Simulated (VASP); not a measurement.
Level of theory: HSE06 screened hybrid, VASP's PBE PAW potentials (set 64) (plane waves; VASP).

The input files of a VASP run:

**INCAR**
```
SYSTEM = LiI
PREC = Accurate; ENCUT = 400; LREAL = .FALSE.
LASPH = .TRUE.; ISYM = 3
EDIFF = 1E-6; NELM = 100; ALGO = Normal
LMAXMIX = 4
ISMEAR = 0; SIGMA = 0.01
GGA = PE; LHFCALC = .TRUE.; AEXX = 0.25
HFSCREEN = 0.2; PRECFOCK = Fast
ISIF = 2
LWAVE = .FALSE.; LCHARG = .FALSE.
```

KPOINTS:
```
Automatic mesh
0
G
  2 2 2
0 0 0
```

**POSCAR**
```
LiI
1
    0.0000000000     3.0143150000     3.0143150000
    3.0143150000     0.0000000000     3.0143150000
    3.0143150000     3.0143150000     0.0000000000
Li I
1 1
Direct
  0.0000000000   0.0000000000   0.0000000000
  0.5000000000   0.5000000000   0.5000000000
```

POTCAR, in this order: Li_sv I (PBE.64 set). Program: vasp_std.

Output

File OUTCAR:
```
 ion  position               nearest neighbor table
   1  0.000  0.000  0.000-   2 3.01   2 3.01   2 3.01   2 3.01   2 3.01   2 3.01
   2  0.500  0.500  0.500-   1 3.01   1 3.01   1 3.01   1 3.01   1 3.01   1 3.01
  LATTYP: Found a face centered cubic cell.
 ALAT       =     6.0286300000
 Subroutine PRICEL returns:
 Original cell was already a primitive cell.
 Subroutine GETGRP returns: Found 48 space group operations
The static configuration has the point symmetry O_h .
The dynamic configuration has the point symmetry O_h .
 Subroutine INISYM returns: Found 48 space group operations
 Subroutine IBZKPT returns following result:
 Found      3 irreducible k-points:

 Following reciprocal coordinates:
            Coordinates               Weight
  0.000000  0.000000  0.000000      1.000000
  0.500000  0.000000  0.000000      4.000000
  0.500000  0.500000  0.000000      3.000000
 Subroutine IBZKPT_HF returns following result:
   k-points           NKPTS =      3   k-points in BZ     NKDIM =      8   number of bands    NBANDS=      9
   number of dos      NEDOS =    301   number of ions     NIONS =      2
   total plane-waves  NPLWV =  21952
   dimension x,y,z NGX =    28 NGY =   28 NGZ =   28
   dimension x,y,z NGXF=    56 NGYF=   56 NGZF=   56
   ions per type =               1   1
   PREC   = accura    normal or accurate (medium, high low for compatibility)
   ISTART =      0    job   : 0-new  1-cont  2-samecut
   ICHARG =      2    charge: 1-file 2-atom 10-const
   ISPIN  =      1    spin polarized calculation?
   LNONCOLLINEAR =      F non collinear calculations
   LSORBIT =      F    spin-orbit coupling
   INIWAV =      1    electr: 0-lowe 1-rand  2-diag
   ENCUT  =  400.0 eV  29.40 Ry    5.42 a.u.   6.95  6.95  6.95*2*pi/ulx,y,z
   NELM   =    100;   NELMIN=  2; NELMDL= -5     # of ELM steps
   EDIFF  = 0.1E-05   stopping-criterion for ELM
   LREAL  =      F    real-space projection
   NLSPLINE    = F    spline interpolate recip. space projectors
   LMAXMIX     =    4 max onsite mixed and CHGCAR
   VOSKOWN=      0    Vosko Wilk Nusair interpolation
...
```

**OSZICAR**
```
       N       E                     dE             d eps       ncg     rms          rms(c)
DAV:   1    -0.114308743266E+04   -0.11431E+04   -0.30008E+03    54   0.765E+02
DAV:   2    -0.118583291417E+04   -0.42745E+02   -0.42428E+02    81   0.131E+02
DAV:   3    -0.118745393715E+04   -0.16210E+01   -0.16205E+01    68   0.293E+01
DAV:   4    -0.118749323832E+04   -0.39301E-01   -0.39281E-01    90   0.522E+00
DAV:   5    -0.614117098000E+01    0.11814E+04   -0.37004E+00    56   0.112E+01    0.403E+00
DAV:   6    -0.611291403337E+01    0.28257E-01   -0.42682E-01    66   0.378E+00    0.413E+00
DAV:   7    -0.611484883004E+01   -0.19348E-02   -0.59077E-02    59   0.162E+00    0.301E+00
DAV:   8    -0.611739516745E+01   -0.25463E-02   -0.88881E-03    75   0.635E-01    0.188E+00
DAV:   9    -0.611888629734E+01   -0.14911E-02   -0.17242E-03    66   0.330E-01    0.113E+00
DAV:  10    -0.611969211895E+01   -0.80582E-03   -0.39153E-04    74   0.173E-01    0.654E-01
DAV:  11    -0.612011834828E+01   -0.42623E-03   -0.17692E-04    58   0.117E-01    0.366E-01
DAV:  12    -0.612033847024E+01   -0.22012E-03   -0.82684E-05    66   0.789E-02    0.207E-01
DAV:  13    -0.612044746161E+01   -0.10899E-03   -0.36286E-05    58   0.522E-02    0.116E-01
DAV:  14    -0.612050083806E+01   -0.53376E-04   -0.17030E-05    66   0.350E-02    0.649E-02
DAV:  15    -0.612052712689E+01   -0.26289E-04   -0.79971E-06    66   0.237E-02    0.365E-02
DAV:  16    -0.612053921900E+01   -0.12092E-04   -0.36602E-06    82   0.159E-02    0.207E-02
DAV:  17    -0.612054539226E+01   -0.61733E-05   -0.17237E-06    74   0.111E-02    0.116E-02
DAV:  18    -0.612054808322E+01   -0.26910E-05   -0.78504E-07    81   0.732E-03    0.685E-03
DAV:  19    -0.612054951360E+01   -0.14304E-05   -0.35683E-07    65   0.492E-03    0.408E-03
DAV:  20    -0.612055004923E+01   -0.53563E-06   -0.16202E-07    57   0.339E-03
   1 F= -.61205500E+01 E0= -.61205500E+01  d E =-.131905E-85
```

### OUTCAR
```
------------------------ aborting loop because EDIFF is reached ----------------------------------------
  FORCE on cell =-STRESS in cart. coord.  units (eV):
  Direction    XX          YY          ZZ          XY          YZ          ZX
  --------------------------------------------------------------------------------------
  Total        1.1369459      1.1369459      1.1369459      0.0000000      0.0000000     -0.0000000
  in kB       33.2548119     33.2548119     33.2548119      0.0000000      0.0000000     -0.0000000
  external PRESSURE =      33.2548119 kB  Pullay stress =       0.0000000 kB
  volume of cell :       54.78
      direct lattice vectors                 reciprocal lattice vectors
     0.000000000  3.014315000  3.014315000    -0.165875166  0.165875166  0.165875166
     3.014315000  0.000000000  3.014315000     0.165875166 -0.165875166  0.165875166
     3.014315000  3.014315000  0.000000000     0.165875166  0.165875166 -0.165875166
 POSITION                                       TOTAL-FORCE (eV/Angst)
 -----------------------------------------------------------------------------------
      0.00000      0.00000      0.00000        -0.000000      0.000000     -0.000000
      3.01431      3.01431      3.01431         0.000000     -0.000000      0.000000
 -----------------------------------------------------------------------------------
    total drift:                                0.000001      0.000001     -0.000000
  FREE ENERGIE OF THE ION-ELECTRON SYSTEM (eV)
  ---------------------------------------------------
  free  energy   TOTEN  =        -6.1205500492 eV

  energy  without entropy=       -6.1205500492  energy(sigma->0) =       -6.12055005

  exchange ACFDT corr.  =         0.00000000  see jH, gK, PRB 81, 115126
```
(Selected blocks of OUTCAR.)

At this cut-off the stress carries a Pulay error, which pulls relaxed volumes low.

The structure comes from a computed database's LiI entry; how it stands against other phases isn't given here. The cell was not relaxed at this level. The k-mesh is coarse (spacing up to 0.90 per Å, 2π included), so the numbers may not be converged in it. The run is one of a series of settings (AEXX = 0.25, GGA = PE, HFSCREEN = 0.2, ISYM = 3, LHFCALC = .TRUE., PRECFOCK = Fast, KPOINTS 2×2×2 Γ-centred mesh, POTCAR Li_sv I (PBE.64 set) against the base run), some of them coarse on purpose.
